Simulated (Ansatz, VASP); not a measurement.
## One calculation of Y, two programs

INCAR

```
ALGO = Fast
EDIFF = 1E-7
ENCUT = 520
GGA = PE
ISIF = 2
ISMEAR = -1
LASPH = T
LCHARG = F
LREAL = F
LWAVE = F
NBANDS = 18
NELM = 60
PREC = Accurate
SIGMA = 0.05
```

KPOINTS

```
k-points
0
Gamma
  8 8 5
```

The input POSCAR:

```
Y
1.0
    3.6474000000      0.0000000000      0.0000000000
   -1.8237000000      3.1587410578      0.0000000000
    0.0000000000      0.0000000000      5.7306000000
Y
2
Direct
    0.6700770000      0.3217800000      0.7512290000
    0.3305060000      0.6741340000      0.2556330000
```

input.yaml

```yaml
crystal:
  lattice:
    - [3.6474, 0.0, 0.0]
    - [-1.8237, 3.1587410578, 0.0]
    - [0.0, 0.0, 5.7306]
  atoms:
    - { symbol: "Y", position: [0.670077, 0.32178, 0.751229] }
    - { symbol: "Y", position: [0.330506, 0.674134, 0.255633] }
kpoints:
  mp_grid: { grid: [8, 8, 5] }
scf:
  occupations: { method: fermi_dirac, width: 0.05 }
hamiltonian:
  xc: pbe
  pseudopotentials: { kind: all_electron, lapw: { basis_error: 0.001 } }
output:
  forces: true
  stress: true
  eigenvalues: true
  populations: true
```

Change from the starting cell: atoms moved at random, drawn with an rms of 0.05 Å.

Alike in both runs: task single point; functional PBE; k mesh 8 × 8 × 5; occupations fermi-dirac, width 0.05 eV; no spin polarisation.

|  | VASP | Ansatz |
| --- | --- | --- |
| version | VASP 6.6.1 | Ansatz 0.2.0 |
| potentials or method | VASP PAW PBE potentials, release 64 (Y_sv) | all-electron LAPW, scalar-relativistic |
| plane-wave cutoff (eV) | 520 | see its input |

```tsv
	VASP	Ansatz	Ansatz less VASP
gap on the k mesh at the Fermi level (eV)	none	none	-
pressure (GPa)	-0.2	-0.1	+0.11
largest component of the traceless stress (GPa)	0.30	0.30	+0.003
rms of the force components (eV/Å)	0.071	0.071	+0.0001
```

Atom by atom the forces differ by 0.000 eV/Å (rms over components). A gap of «none» marks a metal or a gap that the smearing closes. Ansatz ran all-electron here, so the differences hold the error of VASP's frozen core and of both bases.
